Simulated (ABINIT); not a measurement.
Runs of ABINIT 10.8.3 (patched build) on Cu. The structure is cubic, space group Fm-3m (No. 225). The conventional cell has a = 3.615 Å, b = 3.615 Å, c = 3.615 Å, α = 90.00°, β = 90.00°, γ = 90.00°. Cu (site symmetry m-3m) has 12 Cu at 2.56 Å as nearest neighbours. 

```tsv
task	level	potentials or basis	cutoff (eV)	fine-grid cutoff	gap on the mesh (eV)	pressure (GPa)
band structure	BP86	JTH PAW PBE v2.0	544	1088.46 eV	none	-
band structure	HLE16	JTH PAW PBE v2.0	544	1088.46 eV	none	-
band structure	BP86	PseudoDojo NC SR PBE v0.4.1 standard	1252	-	none	1.3
band structure	rPW86PBE	JTH PAW PBE v2.0	544	1088.46 eV	none	-
band structure	LDA-VWN	PseudoDojo NC SR LDA v0.4.1 standard	1143	-	none	-
band structure	PBEsol	PseudoDojo NC SR PBEsol v0.4 stringent	1415	-	none	(a)
```

Alike in all rows: no spin polarisation; cell as given; k mesh 13 × 13 × 13; smearing fermi-dirac 0.05 eV.

Task: Fill in the values left out.

Result: (a) -6.9.

Caveats: the PAW data sets were made with another functional, which shifts forces and pressure a little (some runs); the potentials were made for another functional, which shifts forces and pressure (some runs); the potentials were made for a functional far from this one (some runs).

A gap of «none» marks a metal or a gap under the smearing width.

Runs at the PBE level aren't shown here.
